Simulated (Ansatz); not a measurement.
# Ir (P6_3/mmc) in Ansatz: notebook

Runs on Ir. Level: PBE. Tasks: single point.

Program: Ansatz 0.2.0. These are calculated values, not measurements. Logs are shortened: lines on timing, memory, paths and dates and some standing lists are left out, and cuts for length are marked.

### 1 Starting point

The structure is hexagonal, space group P6_3/mmc (No. 194). The conventional cell has a = 2.751 Å, b = 2.751 Å, c = 4.462 Å, α = 90.00°, β = 90.00°, γ = 120.00°. Ir (site symmetry -6m2) is surrounded by 12 Ir at 2.74 to 2.75 Å.

This isn't the form of Ir at room conditions, which is fcc.

### 2 Single point, PBE

The input, input.yaml:

```yaml
crystal:
  lattice:
    - [2.7513778946, 0.0, 0.0]
    - [-1.3756889473, 2.3827631521, 0.0]
    - [0.0, 0.0, 4.46229]
  atoms:
    - { symbol: Ir, position: [0.3333333333, 0.6666666667, 0.25] }
    - { symbol: Ir, position: [0.6666666667, 0.3333333333, 0.75] }
hamiltonian:
  xc: pbe
  pseudopotentials: { kind: paw }
kpoints:
  mp_grid: { grid: [11, 11, 6] }
scf:
  occupations: { method: gaussian, width: 0.019 }
output:
  forces: true
  stress: true
  eigenvalues: true
  write_density: true
  write_potential: true
  elf: true
  volumetric_format: npy
```

Potentials or basis: Ansatz PAW.

On the command line:

```
> ansatz run input.yaml --threads 2 --pin off --max-ram 5632MiB --backend cpu --events-out ev --progress --plain --runs-dir out
```

Output:

```text
Warning: RAYON_NUM_THREADS=2 ignored (pool sized by the plan → 2); use --threads N
Engine: ansatz 0.2.0, aarch64-unknown-linux-gnu
Pseudopotentials: kind: paw
Pseudopotential: Ir, paw, valence charge 17, recommended cutoff 420 eV (normal), Ir.paw.azcp
Functional definition: PBE
  parameter kappa = 0.804
  parameter beta = 0.06672455060314922
  exchange = pbe_x(kappa = kappa, mu = beta*pi^2/3)
  correlation = pbe_c(beta = beta)
Crystal: 2 atoms, lattice volume = 29.254 Å³
Basis set: ecut = 420 eV, 573 PW (Γ), exchange–correlation on 40×40×60 points (8 copies of the dense FFT grid, shifted against one another)
Bands: 21, of which v1, the nominal top of the filled ones, is band 17 counted from 1 (16 counted from 0)
Symmetry: 24 space group operations
Space group: P63/mmc (ITA 194), of the structure as read, at distance tolerance 3.1e-5 Å
k-points: 64 of 726
Non-local potential: Ir, projectors of the file, l = 0: 3, l = 1: 2, l = 2: 2, l = 3: 1
PAW form: soft (Blöchl's): semilocal exchange-correlation on the pseudo side does not see the compensation charge
PAW one-centre angular grid: Ir, 590 points (default); XC on 64 Gauss nodes
Initial density: superposition of atomic densities (neutral atoms: chi_scale 0, normalization atom), corrected by the library's trained network
Initial wavefunctions: pseudopotential atomic-orbital guess
Functional: x = pbe(κ = 0.804, μ = 0.2195149727645171), c = pbe(β = 0.06672455060314922)
SCF iter   1: F=—  HF=-23870.433772 eV  |F-HF|=—  |Δ(HF+E_count)|=         —  Δρ=9.05e-3  dr2=7.89e-3  ethr=1.77e-3  ⟨swp⟩=5.0  Hψ=5337  notcnv=0
preconditioner: auto → none  [metal: Δε(μ)=0.011 eV  Ē_g=7.746 eV  σ=0.019 eV  W_gap=0.30  n_scr=8 (ndim 8)  ℏωp=29.1 eV  f_vac=0.000  D(μ)=5.92/eV (n_scr^D=110)  sad-step TF]
SCF iter   2: F=—  HF=-23870.437416 eV  |F-HF|=—  |Δ(HF+E_count)|=   3.64e-3  Δρ=5.27e-3  dr2=2.80e-3  ethr=2.32e-5  ⟨swp⟩=2.2  Hψ=2461  notcnv=0  defer=25
SCF iter   3: F=—  HF=-23870.438941 eV  |F-HF|=—  |Δ(HF+E_count)|=   1.52e-3  Δρ=2.92e-4  dr2=8.73e-6  ethr=8.23e-6  ⟨swp⟩=2.0  Hψ=2126  notcnv=0  defer=25
SCF iter   4: F=—  HF=-23870.438972 eV  |F-HF|=—  |Δ(HF+E_count)|=   3.18e-5  Δρ=6.67e-5  dr2=7.91e-7  ethr=2.57e-8  ⟨swp⟩=2.0  Hψ=1915  notcnv=0  defer=25
iter 5 did not close the SCF: its close was put off for the readings that it lacked (scf_convergence_deferred on its scf_iter line)
SCF iter   5: F=-23870.438972 eV  HF=-23870.438972 eV  |F-HF|=1.52e-8  |Δ(HF+E_count)|=   2.34e-7  Δρ=1.40e-5  dr2=2.71e-8  ethr=2.33e-9  ⟨swp⟩=2.9  Hψ=2412  notcnv=0  defer=25
SCF iter   6: F=-23870.438972 eV  HF=-23870.438972 eV  |F-HF|=2.11e-10  |Δ(HF+E_count)|=   7.76e-9  Δρ=2.23e-6  dr2=6.52e-10  ethr=7.98e-11  ⟨swp⟩=5.9  Hψ=7689  notcnv=0
SCF 1 converged in 6 iterations: F = -23870.438972 eV  dr2 = 6.52e-10
SCF converged after 6 iterations
Free energy (F): -23870.438972 eV
Harris-Foulkes:  -23870.438972 eV  (|F-HF|=2.11e-10)
Internal energy: -23870.437992 eV  (E = F + TS)
E sigma→0 (E₀):  -23870.438482 eV
Entropy (-TS):   -0.000980 eV (-0.490 meV/atom)
Fermi energy:    24.861916 eV
--- Per-component energies (eV) ---
  E_band       = -195.413451
  E_kinetic    = 1244.393445
  E_local      = -2204.751674  (includes V_loc(G=0)·N_el)
  E_nonlocal   = 145.023046
  E_hartree    = 841.413486
  E_xc         = -535.370885
  E_vxc        = -599.433389  (∫ρ·V_xc dr)
  E_paw        = -18446.620540  (= ΣΔE_a)
  E_vpaw       = -463.472766  (= ΣTr[D̂ρ^β])
  E_aug_tail   = 0.000111  (compensation charges beyond the density's cutoff)
  E_ewald      = -4914.524980
  E_smearing   = -0.000980  (= −TS)
  E_closure    = 0.000000  (closes the sum)
  Σ components = -23870.438972   (vs F -23870.438972, Δ=0.00e0)
--- Forces (eV/Å), atoms counted from 1 ---
  atom   1  Ir     0.00000000     0.00000000     0.00000000
  atom   2  Ir     0.00000000    -0.00000000     0.00000000
  max |Σ_I F_I| component: 9.25e-18 eV/Å
--- Stress (GPa, compression-positive) ---
       -1.675660       0.000000       0.000000
        0.000000      -1.675660       0.000000
        0.000000       0.000000      -0.911090
  P = ⅓ Tr σ = -1.4208 GPa (-14.208 kbar)
--- Band table (eV; the first three rows and the last of 64) ---
  k-point 0: bands = ["-68.0007", "-67.9425", "-25.2385", "-24.6164", "-24.6164", "-24.5254", "-24.5129", "-24.5129", "13.9881", "17.0241", "21.1091", "21.2102", "21.2102", "21.8356", "21.8356", "22.5978", "22.5978", "24.1209", "25.1346", "25.1346", "31.6573"]
  k-point 1: bands = ["-67.9968", "-67.9464", "-25.1924", "-24.6095", "-24.6095", "-24.5750", "-24.5198", "-24.5198", "14.2898", "17.0306", "20.9737", "21.0936", "21.0936", "21.6865", "21.6865", "22.9460", "22.9460", "23.0885", "25.1174", "25.1174", "33.1491"]
  k-point 2: bands = ["-67.9861", "-67.9570", "-25.0654", "-24.7090", "-24.5907", "-24.5907", "-24.5389", "-24.5389", "15.1204", "16.8806", "20.6878", "20.9948", "20.9948", "21.3673", "21.3673", "21.4520", "23.6756", "23.6756", "24.9291", "24.9291", "36.2125"]
  k-point 63: bands = ["-67.9312", "-67.9312", "-25.0952", "-25.0952", "-24.9089", "-24.9089", "-24.6554", "-24.6554", "18.6490", "18.6490", "19.7602", "19.7602", "20.8814", "20.8814", "22.6661", "22.6661", "25.2313", "25.2313", "31.1096", "31.1096", "32.5205"]
```

It took 1.2 s on 2 threads of Arm Neoverse V2, shared host; peak memory 0.3 GiB.

Results:

* Free energy: -23870.4390 eV
* Pressure: -1.4 GPa
* Band gap on the k mesh: none (metal or under the smearing width)

Levels at points of the mesh, in eV from the Fermi level:
| k point | band 15 | band 16 | band 17 | band 18 | band 19 | band 20 |
| --- | --- | --- | --- | --- | --- | --- |
| (0.00, 0.00, 0.00) | -3.03 | -2.26 | -2.26 | -0.74 | 0.27 | 0.27 |
| (0.00, 0.00, -0.50) | -3.77 | -3.77 | -0.44 | -0.44 | -0.44 | -0.44 |

Spin-orbit coupling is left out, which matters for the levels of Ir.

### 3 Single point, PBE

input.yaml: that of step 2 with these lines changed.

```diff
@@ -14,3 +14,3 @@
 scf:
-  occupations: { method: gaussian, width: 0.019 }
+  occupations: { method: gaussian, width: 0.02 }
 output:
@@ -19,5 +19 @@
   eigenvalues: true
-  write_density: true
-  write_potential: true
-  elf: true
-  volumetric_format: npy
```

Potentials or basis: Ansatz PAW.

On the command line:

```
> ansatz run input.yaml --threads 2 --pin off --max-ram 5632MiB --backend cpu --events-out ev --progress --plain --runs-dir out
```

Run time: 0.92 s. Hardware: 2 threads of Arm Neoverse V2, shared host; peak memory 0.3 GiB.

Results (log left out):

```
Free energy            : -23870.4390 eV
Pressure               : -1.4 GPa
Band gap on the k mesh : none (metal or under the smearing width)
```

Stress tensor (GPa, compression positive):
```
-1.66  0.00  0.00
 0.00 -1.66  0.00
 0.00  0.00 -0.94
```

Levels at points of the mesh, in eV from the Fermi level:
```
            k point  band 15  band 16  band 17  band 18  band 19  band 20
 (0.00, 0.00, 0.00)    -3.03    -2.26    -2.26    -0.74     0.27     0.27
(0.00, 0.00, -0.50)    -3.77    -3.77    -0.44    -0.44    -0.44    -0.44
```
